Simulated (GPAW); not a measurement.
# Ir (P6_3/mmc) in GPAW: further runs, part 2 of 2

GPAW 26.7.0. Earlier steps stand in the parts before.

## (4) Relaxation of cell and atoms, PBEsol+D4

File run.py:

```python
from ase.calculators.mixing import SumCalculator
from ase.filters import FrechetCellFilter
from ase.io import read, write
from ase.optimize import BFGS
from dftd4.ase import DFTD4
from gpaw import GPAW, PW, setup_paths

setup_paths.insert(0, '.')

atoms = read('POSCAR')

calc = GPAW(mode=PW(600),
            xc='PBEsol',
            kpts={'size': (8, 8, 5), 'gamma': True},
            occupations={'name': 'fermi-dirac', 'width': 0.05},
            nbands=28,
            convergence={'density': 1e-05, 'forces': 0.0001},
            maxiter=150,
            txt='gpaw.txt')
atoms.calc = SumCalculator([calc, DFTD4(method='pbesol')])
opt = BFGS(FrechetCellFilter(atoms), trajectory='relax.traj', logfile='-')
done = opt.run(fmax=0.02, steps=60)
calc.write('gs.gpw')
write('result.traj', atoms)
print('Converged:', done)
print('Cell:', atoms.cell.cellpar().round(4))
print('Volume:', round(atoms.get_volume(), 4))
print(atoms.get_scaled_positions().round(5))
```

File POSCAR:

```
Ir
1.0
    2.7513778946      0.0000000000      0.0000000000
   -1.3756889473      2.3827631521      0.0000000000
    0.0000000000      0.0000000000      4.4622900000
Ir
2
Direct
    0.3333333333      0.6666666667      0.2500000000
    0.6666666667      0.3333333333      0.7500000000
```

Potentials or basis: PAW data sets generated in the run's folder for this functional, pw.

Run with:

```console
> gpaw-setup -f PBEsol Ir
> OMP_NUM_THREADS=1 python run.py
```

gpaw.txt:

```text
__  _  _
 | _ |_)|_||  |
 |__||  | ||/\| - 26.7.0

Input parameters:
  mode=PW(ecut=600.0),
  convergence={'density': 1e-05, 'forces': 0.0001},
  kpts=MonkhorstPack(size=(8, 8, 5), gamma=True),
  maxiter=150,
  nbands=28,
  occupations=Occupations(name='fermi-dirac', width=0.05),
  xc=XC(name='PBEsol')

Diagonalizing LCAO Hamiltonian
Converting LCAO to pw mode

          Ir

        Ir

Atoms  # Å, Bohr magnetons
|   | symbol |         x |        y |        z |    initial magnetic moments |
|---|--------|-----------|----------|----------|-----------------------------|
| 0 |     Ir | -0.000000 | 1.588509 | 1.115573 | ( 0.0000,  0.0000,  0.0000) |
| 1 |     Ir |  1.375689 | 0.794254 | 3.346718 | ( 0.0000,  0.0000,  0.0000) |
[... 194 lines left out ...]
Stress tensor  # eV/Ang^3
|        x |        y |        z |
|----------|----------|----------|
| 0.075492 | 0.000000 | 0.000000 |
| 0.000000 | 0.075492 | 0.000000 |
| 0.000000 | 0.000000 | 0.085064 |

Forces  # eV/Ang
|        x |       y |        z |
|----------|---------|----------|
| -0.00000 | 0.00000 |  0.00001 |  # Ir   0
|  0.00000 | 0.00000 | -0.00001 |  # Ir   1

Interpolating wave functions to new cell

          Ir

        Ir

Atoms  # Å, Bohr magnetons
|   | symbol |         x |        y |        z |    initial magnetic moments |
[... 241 lines left out ...]
|  8 |  σ   | -1, 0, 0,  1, 1, 0,  0, 0, 1 |
[... 113 lines left out ...]
SCF iterations
|iter     | |      energy | eigst |  dens |force |
|---------|-|-------------|-------|-------|------|
|iter:   1| |  -20.464365 | -1.79 |       |      |
|iter:   2| |  -20.459210 | -4.50 | -1.95 |      |
|iter:   3| |  -20.439818 | -3.44 | -1.99 |      |
|iter:   4| |  -20.440523 | -4.74 | -2.91 |      |
|iter:   5| |  -20.440938c| -4.53 | -3.17 |      |
|iter:   6| |  -20.440939c| -7.25 | -4.47 |      |
|iter:   7| |  -20.440938c| -8.14c| -4.60 |      |
|iter:   8| |  -20.440938c| -9.22c| -5.93c|      |
|iter:   9| |  -20.440938c| -9.99c| -6.27c|-3.71 |
|iter:  10| |  -20.440938c|-10.48c| -6.56c|-4.27c|

Converged in 10 steps
Energy contributions relative to reference atoms: (reference = -968695.763642)

Energy contributions:
  Kinetic:          13.053484
  Coulomb:         -11.252758
  Zero:             -0.508659
  External:          0.000000
  Xc:              -21.721274
  Entropy:          -0.023464
  Spinorbit:         0.000000
  ----------------------------
  Free energy:     -20.452670
  Extrapolated:    -20.440938
[... 50 lines left out ...]
Atoms  # Å, Bohr magnetons
|   | symbol |         x |        y |        z |    initial magnetic moments |
|---|--------|-----------|----------|----------|-----------------------------|
| 0 |     Ir | -0.000000 | 1.563216 | 1.095069 | ( 0.0000,  0.0000,  0.0000) |
| 1 |     Ir |  1.353785 | 0.781608 | 3.285209 | ( 0.0000,  0.0000,  0.0000) |

Unit cell  # Å
| periodic |         x |         y |        z |  lengths |     angles |
|----------|-----------|-----------|----------|----------|------------|
|      yes |  2.707570 |  0.000000 | 0.000000 | 2.707570 |  90.000000 |
|      yes | -1.353785 |  2.344825 | 0.000000 | 2.707570 |  90.000000 |
|      yes | -0.000000 | -0.000000 | 4.380278 | 4.380278 | 120.000000 |

Number of symmetries: 12
Symmetry operations  # r_c * U_cc + t_c -> r_c
|    | kind |            matrix            |
|----|------|------------------------------|
|  0 |  σ   |  1, 1, 0,  0,-1, 0,  0, 0, 1 |
|  1 |  S6  |  1, 1, 0, -1, 0, 0,  0, 0,-1 |
|  2 |  E   |  1, 0, 0,  0, 1, 0,  0, 0, 1 |
|  3 |  C2  |  1, 0, 0, -1,-1, 0,  0, 0,-1 |
|  4 |  C2  |  0, 1, 0,  1, 0, 0,  0, 0,-1 |
|  5 |  C3  |  0, 1, 0, -1,-1, 0,  0, 0, 1 |
|  6 |  S6  |  0,-1, 0,  1, 1, 0,  0, 0,-1 |
|  7 |  σ   |  0,-1, 0, -1, 0, 0,  0, 0, 1 |
|  8 |  σ   | -1, 0, 0,  1, 1, 0,  0, 0, 1 |
[... 604 lines left out ...]
Forces  # eV/Ang
|        x |        y |        z |
|----------|----------|----------|
|  0.00000 | -0.00000 |  0.00001 |  # Ir   0
| -0.00000 |  0.00000 | -0.00001 |  # Ir   1

# Writing to gs.gpw (mode='')
```

stdout:

```text
Step          Energy          fmax
BFGS:    0      -21.452989        1.707941
BFGS:    1      -21.527829        0.608416
BFGS:    2      -21.536355        0.067716
BFGS:    3      -21.536475        0.032258
BFGS:    4      -21.536517        0.028487
BFGS:    5      -21.536571        0.006870
Converged: True
Cell: [  2.709    2.709    4.3765  90.      90.     120.    ]
Volume: 27.8146
[[0.33333 0.66667 0.25   ]
 [0.66667 0.33333 0.75   ]]
```

It took 75 s on 1 thread of Arm Neoverse V2, shared host; peak memory 0.24 GiB.

Results:

```
Free energy                            : -21.5483 eV
Relaxed volume                         : 13.91 Å³/atom
Relaxed cell                           : a = 2.709 Å, b = 2.709 Å, c = 4.376 Å, α = 90.00°, β = 90.00°, γ = 120.00°
Space group after relaxing (to 0.05 Å) : P6_3/mmc (No. 194)
Energy gained by relaxing              : 41.8 meV/atom
Ionic steps                            : 6
Pressure after relaxing                : -0.1 GPa
Band gap on the k mesh                 : none (metal or under the smearing width)
Dispersion energy per atom             : -0.547 eV
```

The path:
| step | energy change (eV) | largest force (eV/Å) | pressure (GPa) | volume (Å³) |
| --- | --- | --- | --- | --- |
| 1 | 0.0000 | 0.0000 | -17.69 | 29.25 |
| 2 | -0.0748 | 0.0000 | -6.11 | 28.26 |
| 3 | -0.0834 | 0.0000 | 0.54 | 27.77 |
| 4 | -0.0835 | 0.0000 | 0.01 | 27.81 |
| 5 | -0.0835 | 0.0000 | -0.07 | 27.82 |
| 6 | -0.0836 | 0.0000 | -0.06 | 27.81 |

Final structure:
```
CELL_PARAMETERS angstrom
2.70901 0.00000 0.00000
-1.35450 2.34607 0.00000
0.00000 0.00000 4.37646
ATOMIC_POSITIONS crystal
Ir 0.33333 0.66667 0.25000
Ir 0.66667 0.33333 0.75000
```

Levels at points of the mesh, in eV from the Fermi level:
```
           k point  band 13  band 14  band 15  band 16  band 17  band 18
(0.00, 0.00, 0.00)    -3.26    -2.46    -2.46    -0.86     0.31     0.31
(0.50, 0.50, 0.00)    -3.03     0.75     1.08     1.20     3.05     4.52
```

Caveat: later steps reuse the first step's grids; pairwise dispersion overbinds metals, which lowers pressure and volume. The run has no spin-orbit coupling, so splittings on Ir are missing.

## (5) Overview

```tsv
level	gap on the mesh (eV)	pressure (GPa)	relaxed volume (Å³/atom)
PBEsol+D3(BJ)	none	0.0	13.81
PBEsol+D3(BJ)+ATM	none	-0.1	13.89
PBEsol+D4	none	-0.1	13.91
```

Alike in all rows: task relaxation of cell and atoms; potentials or basis PAW data sets generated in the run's folder for this functional, pw; no spin polarisation; cell relaxed; k mesh 8 × 8 × 5; cutoff (eV) 600; smearing fermi-dirac 0.05 eV.

Caveats: later steps reuse the first step's grids; pairwise dispersion overbinds metals, which lowers pressure and volume.

Total energies depend on the potentials used, so only differences within one code and one set of settings carry meaning.
